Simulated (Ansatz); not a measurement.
# P on Pd(111): change of the work function, part 4 of 4

Aim: the work function of Pd(111) at several coverages of P (fcc site), and the dipole that each adsorbate carries.

Ansatz 0.2.0; plane-wave DFT, PBE, Ansatz PAW.

So far, work function, upper face (eV): step 2 (the clean slab) 5.27; step 3 (37 atoms, coverage 0.111 ML, cell 3x3) 5.19; step 4 (17 atoms, coverage 0.25 ML, cell 2x2) 5.08.

### Step 5. Adsorbate added, k-mesh 6×6×1, coverage 0.5 ML

System of this step: PPd8 (P/Pd(111)). The cell holds 18 atoms: 16 Pd and 2 P. Its edges and angles: a = 5.501 Å, b = 5.501 Å, c = 26.818 Å, α = 90.0°, β = 90.0°, γ = 60.0°. Vacuum lies along c.

Another coverage, to see how the dipoles act on each other as their distance changes.

Contents of input.yaml:

```yaml
crystal:
  lattice:
    - [5.5012907577, 0.0, 0.0]
    - [2.7506453788, 4.7642575497, 0.0]
    - [0.0, 0.0, 26.8179875262]
  atoms:
    - { symbol: Pd, position: [0.0, 0.0, 0.3355956517] }
    - { symbol: Pd, position: [0.1666666667, 0.1666666667, 0.4193414042] }
    - { symbol: Pd, position: [0.3333333333, 0.3333333333, 0.5048807176] }
    - { symbol: Pd, position: [0.0, 0.0, 0.5907833437] }
    - { symbol: Pd, position: [0.0, 0.5, 0.3355956517] }
    - { symbol: Pd, position: [0.1666666667, 0.6666666667, 0.4193414042] }
    - { symbol: Pd, position: [0.3333333333, 0.8333333333, 0.5048807176] }
    - { symbol: Pd, position: [0.0, 0.5, 0.5907833437] }
    - { symbol: Pd, position: [0.5, 0.0, 0.3355956517] }
    - { symbol: Pd, position: [0.6666666667, 0.1666666667, 0.4193414042] }
    - { symbol: Pd, position: [0.8333333333, 0.3333333333, 0.5048807176] }
    - { symbol: Pd, position: [0.5, 0.0, 0.5907833437] }
    - { symbol: Pd, position: [0.5, 0.5, 0.3355956517] }
    - { symbol: Pd, position: [0.6666666667, 0.6666666667, 0.4193414042] }
    - { symbol: Pd, position: [0.8333333333, 0.8333333333, 0.5048807176] }
    - { symbol: Pd, position: [0.5, 0.5, 0.5907833437] }
    - { symbol: P, position: [0.1666666667, 0.1666666667, 0.6644043483] }
    - { symbol: P, position: [0.6666666667, 0.1666666667, 0.6644043483] }
kpoints:
  mp_grid: { grid: [6, 6, 1] }
hamiltonian:
  xc: pbe
scf:
  occupations: { method: fermi_dirac, width: 0.1 }
  convergence: { dr2_threshold: 1.0e-08 }
efield:
  axis: 3
  dipole_correction: true
  ramp_position: 0.97
  ramp_width: 0.06
relax:
  f_tol: 0.02
  max_steps: 60
  constraints: [{ sites: [0, 1, 4, 5, 8, 9, 12, 13] }]
output:
  dos: { projected: true, e_range: [-8, 4] }
  write_potential: true
  write_density: true
  volumetric_format: npy
  elf: true
```

On the command line:

```bash
$ ansatz run input.yaml --threads 4 --pin off --max-ram 16384MiB --backend cpu --events-out ev --progress --plain --runs-dir out
```

Numbers of over 12 decimals in the logs are rounded to 6 here.

The log of the run:

```text
[...]
Crystal: 18 atoms, lattice volume = 702.888 Å³
Basis set: ecut = 420 eV, 13691 PW (Γ), exchange–correlation on 80×80×360 points (8 copies of the dense FFT grid, shifted against one another)
Bands: 179, of which v1, the nominal top of the filled ones, is band 149 counted from 1 (148 counted from 0)
Symmetry: 4 space group operations
[...]
- { symbol: Pd, position: [0.5, 0.500000, 0.335596] }
    - { symbol: Pd, position: [0.66666666665, 0.6666666667, 0.419341] }
    - { symbol: Pd, position: [0.834267, 0.831465, 0.506197] }
    - { symbol: Pd, position: [0.502945, 0.494111, 0.592853] }
    - { symbol: P, position: [0.158630, 0.182740, 0.655605] }
    - { symbol: P, position: [0.658630, 0.182740, 0.655605] }
[key lines of the parts left out:]
SCF converged after 9 iterations
Free energy (F): -113075.293567 eV
Fermi energy:    3.920842 eV
Dipole field:    D = 0.006151 V/Å  (p = 0.023892 e·Å, saw-weighted, corrected)
Work function:   Φ+ = 5.0681 eV   Φ− = 5.2331 eV
```

Elapsed: 4.8 min, on 4 threads of Arm Neoverse V1, shared host; peak memory 3.4 GiB; 19 min of CPU time.

Relaxation path:

| step | energy less that of the first step (eV) | largest force component (eV/Å) |
| --- | --- | --- |
| 1 | 0.0000 | 2.1773 |
| 2 | -0.8030 | 0.8682 |
| 3 | -0.8681 | 0.4517 |
| 4 | -0.8910 | 0.0347 |
| 5 | -0.8910 | 0.0139 |

Forces are held to the 4 operations that the run works with; a distortion that breaks them can't arise in this run.

The atoms that moved most (Å):

```
atom     dx      dy      dz  length
 P18  0.000   0.077  -0.236   0.248
 P17  0.000   0.077  -0.236   0.248
Pd12  0.000  -0.081   0.098   0.128
 Pd4  0.000  -0.081   0.098   0.128
Pd16  0.000  -0.028   0.056   0.062
 Pd8  0.000  -0.028   0.056   0.062
Pd15  0.000  -0.009   0.035   0.036
 Pd7  0.000  -0.009   0.035   0.036
```

The relaxed structure:

```xyz
18
Lattice="5.5013 0.0000 0.0000 2.7506 4.7643 0.0000 0.0000 0.0000 26.8180" Properties=species:S:1:pos:R:3
Pd    0.0000    0.0000    9.0000
Pd    1.3753    0.7940   11.2459
Pd    2.7506    1.5765   13.5492
Pd    0.0000   -0.0810   15.9421
Pd    1.3753    2.3821    9.0000
Pd    2.7506    3.1762   11.2459
Pd    4.1260    3.9613   13.5752
Pd    1.3753    2.3541   15.8991
Pd    2.7506    0.0000    9.0000
Pd    4.1260    0.7940   11.2459
Pd    5.5013    1.5765   13.5492
Pd    2.7506   -0.0810   15.9421
Pd    4.1260    2.3821    9.0000
Pd    5.5013    3.1762   11.2459
Pd    6.8766    3.9613   13.5752
Pd    4.1260    2.3541   15.8991
P     1.3753    0.8706   17.5820
P     4.1260    0.8706   17.5820
```

The density of states has structure finer than the step of the table below, so its rows give means over 0.25 eV, whole bins alone (the curve runs from -8 to 1.98 eV). Peaks (eV: height): -3.640: 51.0, -2.590: 50.5, -2.500: 49.9, -2.230: 55.3, -2.050: 48.3, -1.890: 48.5, -1.140: 49.0.

The density of states by energy, zero at the Fermi level; means over each step:

```
energy (eV)  density of states (states/eV a cell)
      -6.75                                     0
      -6.50                                 0.650
      -6.25                                  2.54
      -6.00                                  3.64
      -5.75                                  4.62
      -5.50                                  6.26
      -5.25                                  7.90
      -5.00                                  13.0
      -4.75                                  29.2
      -4.50                                  31.7
      -4.25                                  36.0
      -4.00                                  30.5
      -3.75                                  26.9
      -3.50                                  29.9
      -3.25                                  29.8
      -3.00                                  34.2
      -2.75                                  33.0
      -2.50                                  39.5
      -2.25                                  39.6
      -2.00                                  36.1
      -1.75                                  27.6
      -1.50                                  29.9
      -1.25                                  34.3
      -1.00                                  31.4
      -0.75                                  27.9
      -0.50                                  31.3
      -0.25                                  37.7
       0.00                                  27.3
       0.25                                  11.0
       0.50                                  5.86
       0.75                                  5.10
       1.00                                  9.29
       1.25                                  7.68
       1.50                                  4.23
       1.75                                  4.00
```

The relaxation took 5 steps and lowered the energy by 0.89 eV; the largest force on the free atoms ends at 0.014 eV/Å.

The covered face has 5.07 eV, -0.20 eV against the clean one; the bare back face has moved by -0.02 eV, a measure of how thin the slab is.

### Step 6. The covered slab, k-mesh 12×12×1, coverage 1 ML

System of this step: PPd4 (P/Pd(111)). The cell holds 5 atoms: 4 Pd and 1 P. Cell: a = 2.751 Å, b = 2.751 Å, c = 26.818 Å, α = 90.0°, β = 90.0°, γ = 60.0°. Vacuum lies along c.

Another coverage, to see how the dipoles act on each other as their distance changes.

input.yaml, the sections that differ from step 5:

```yaml
crystal:
  lattice:
    - [2.7506453788, 0.0, 0.0]
    - [1.3753226894, 2.3821287749, 0.0]
    - [0.0, 0.0, 26.8179875262]
  atoms:
    - { symbol: Pd, position: [0.0, 0.0, 0.3355956517] }
    - { symbol: Pd, position: [0.3333333333, 0.3333333333, 0.4193414042] }
    - { symbol: Pd, position: [0.6666666667, 0.6666666667, 0.5048807176] }
    - { symbol: Pd, position: [0.0, 0.0, 0.5907833437] }
    - { symbol: P, position: [0.3333333333, 0.3333333333, 0.6644043483] }
kpoints:
  mp_grid: { grid: [12, 12, 1] }
relax:
  f_tol: 0.02
  max_steps: 60
  constraints: [{ sites: [0, 1] }]
output:
  write_potential: true
  write_density: true
  volumetric_format: npy
# hamiltonian, scf, efield: as in step 5
```

The log of the run:

```text
[...]
Crystal: 5 atoms, lattice volume = 175.722 Å³
Basis set: ecut = 420 eV, 3431 PW (Γ), exchange–correlation on 40×40×360 points (8 copies of the dense FFT grid, shifted against one another)
Bands: 47, of which v1, the nominal top of the filled ones, is band 39 counted from 1 (38 counted from 0)
Symmetry: 6 space group operations
[...]
--- Relaxed structure (4 steps of the walk, 4 accepted, 0 SCFs on fresh bases) ---
  F+E_penalty+E_count = -28646.58457459 eV   max|allowed force component| = 3.392e-3 eV/Å
  atoms:
[...]
- { symbol: Pd, position: [0.333333, 0.333333, 0.4193414042] }
    - { symbol: Pd, position: [0.666667, 0.666667, 0.505804] }
[...]
- { symbol: P, position: [0.333333, 0.333333, 0.663689] }
[key lines of the parts left out:]
SCF converged after 9 iterations
Free energy (F): -28646.584575 eV
Fermi energy:    4.615706 eV
Dipole field:    D = 0.012341 V/Å  (p = 0.011985 e·Å, saw-weighted, corrected)
Work function:   Φ+ = 4.9511 eV   Φ− = 5.2821 eV
```

Elapsed: 17 s, on 4 threads; peak memory 0.51 GiB.

Step by step:

```csv
step,energy less that of the first step (eV),largest force component (eV/Å)
1,0.0000,0.9154
2,-0.0409,0.3263
3,-0.0492,0.0871
4,-0.0499,0.0034
```

Forces are held to the 6 operations that the run works with; a distortion that breaks them can't arise in this run.

The atoms that moved most (Å):

```
atom     dx     dy      dz  length
 Pd4  0.000  0.000   0.094   0.094
 Pd3  0.000  0.000   0.025   0.025
  P5  0.000  0.000  -0.019   0.019
```

The relaxed structure:

```cif
data_structure
_symmetry_space_group_name_H-M 'P 1'
_symmetry_Int_Tables_number 1
_cell_length_a 2.7506
_cell_length_b 2.7506
_cell_length_c 26.8180
_cell_angle_alpha 90.000
_cell_angle_beta 90.000
_cell_angle_gamma 60.000
_cell_volume 175.72
loop_
_atom_site_label
_atom_site_type_symbol
_atom_site_fract_x
_atom_site_fract_y
_atom_site_fract_z
_atom_site_occupancy
Pd1 Pd 0.00000 0.00000 0.33560 1
Pd2 Pd 0.33333 0.33333 0.41934 1
Pd3 Pd 0.66667 0.66667 0.50580 1
Pd4 Pd 0.00000 0.00000 0.59429 1
P5 P 0.33333 0.33333 0.66369 1
```

Running mean over 2.246 Å of the planar mean; the ramp of the sawtooth is left out. Table of electron's electrostatic potential energy less the Fermi level by z:

```csv
z (Å),electron's electrostatic potential energy less the Fermi level (eV)
3.5,5.28
4.0,5.28
4.5,5.28
5.0,5.28
5.5,5.27
6.0,5.23
6.5,5.07
7.0,4.43
7.5,1.81
8.0,-3.09
8.5,-7.03
9.0,-8.24
9.5,-8.42
10.0,-8.46
10.5,-8.48
11.0,-8.51
11.5,-8.43
12.0,-8.04
12.5,-7.85
13.0,-8.20
13.5,-8.47
14.0,-8.24
14.5,-7.69
15.0,-7.83
15.5,-8.81
16.0,-9.98
16.5,-11.9
17.0,-12.4
17.5,-10.2
18.0,-8.13
18.5,-5.65
19.0,-0.907
19.5,3.15
20.0,4.54
20.5,4.86
21.0,4.93
21.5,4.95
22.0,4.95
22.5,4.95
23.0,4.95
23.5,4.95
```

The relaxation took 4 steps and lowered the energy by 0.050 eV; the largest force on the free atoms ends at 0.0034 eV/Å.

The covered face has 4.95 eV, -0.32 eV against the clean one; the bare back face has moved by +0.03 eV, a measure of how thin the slab is.

### Step 7. Work function against coverage

This step: plane-wave DFT, PBE, Ansatz PAW; work function against coverage (Ansatz 0.2.0).

The runs are now put side by side.

This step gave:

| Quantity | Value |
| --- | --- |
| work function of the clean face | 5.268 eV |
| largest change of the work function | -0.3171 eV |

Table of work function of the covered face by coverage:

```csv
coverage (adsorbates/nm²),work function of the covered face (eV)
0.00,5.27
1.70,5.19
3.82,5.08
7.63,5.07
15.26,4.95
```

The dipole per adsorbate comes from the change of the cell's dipole. Coverage, by row:

```csv
coverage (1/nm²),coverage (ML),work function (eV),change (eV),"dipole per adsorbate, positive end outwards (debye)",mean height of the added atoms over the highest substrate atom (Å)
1.696,0.1111,5.19,-0.07782,0.103,1.502
3.815,0.25,5.084,-0.1842,0.118,1.535
7.631,0.5,5.068,-0.2001,0.064,1.64
15.26,1,4.951,-0.3171,0.061,1.861
```

### Step 8. Summary of results

```json
{
  "work function of the clean face": "5.27 eV",
  "work function at 0.11 ML": "5.19 eV",
  "work function at 0.25 ML": "5.08 eV",
  "work function at 0.5 ML": "5.07 eV",
  "work function at 1 ML": "4.95 eV",
  "dipole per adsorbate at 0.11 ML, positive end outwards": "0.10 D"
}
```

**Reading.** At the lowest coverage P changes the work function of Pd(111) by under 0.15 eV, within the error of so thin a slab; the largest change, -0.32 eV, comes at higher coverage. The slab has 4 layers, at the tabulated experimental lattice constant, one starting site was run, and quantum-size effects of a slab this thin can reach one or two tenths of an eV.

[Logs are printed without paths, hosts, clocks, repeated set-up lines and the standing remarks that a program may print on its own settings, such as how far it seeks lower states.]

[Hosts, paths, dates, database ids (printed as entryN), source tags and the programs' standing remarks are cut or masked in the printed files.]

[Maps of the electrostatic potential energy from Ansatz leave out the sawtooth potential of an applied field or a dipole correction, so their vacuum need not be flat; planar profiles and work functions include it.]

[The density of states shown here was stored with 400 of the rows of the run's finer table, so its peaks can read low, often by over a quarter, or be missed, and its means over a window can be off by a tenth or more.]
